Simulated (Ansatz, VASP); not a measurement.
## La: VASP beside Ansatz

```
La
1.0
     3.75000    0.00000    0.00000
    -1.87500    3.24760    0.00000
     0.00000    0.00000    6.07000
La
2
Direct
  0.33333 0.66667 0.25000
  0.66667 0.33333 0.75000
```

This isn't the form of La at room conditions, which is double hcp.

Alike in both runs: task single point; functional PBE; k mesh 11 × 11 × 6; occupations fermi-dirac, width 0.05 eV; no spin polarisation.

```csv
,VASP,Ansatz
version,VASP 6.6.1,Ansatz 0.2.0
potentials or method,"VASP PAW PBE potentials, release 64 (La), cutoff 520 eV","all-electron LAPW, scalar-relativistic"
```

|  | VASP | Ansatz | Ansatz less VASP |
| --- | --- | --- | --- |
| pressure (GPa) | 0.5 | 0.5 | -0.04 |
| largest component of the traceless stress (GPa) | 0.13 | 0.14 | +0.002 |

Ansatz ran all-electron here, so the differences hold the error of VASP's frozen core and of both bases.

Spin-orbit coupling is left out, which matters for the levels of La.
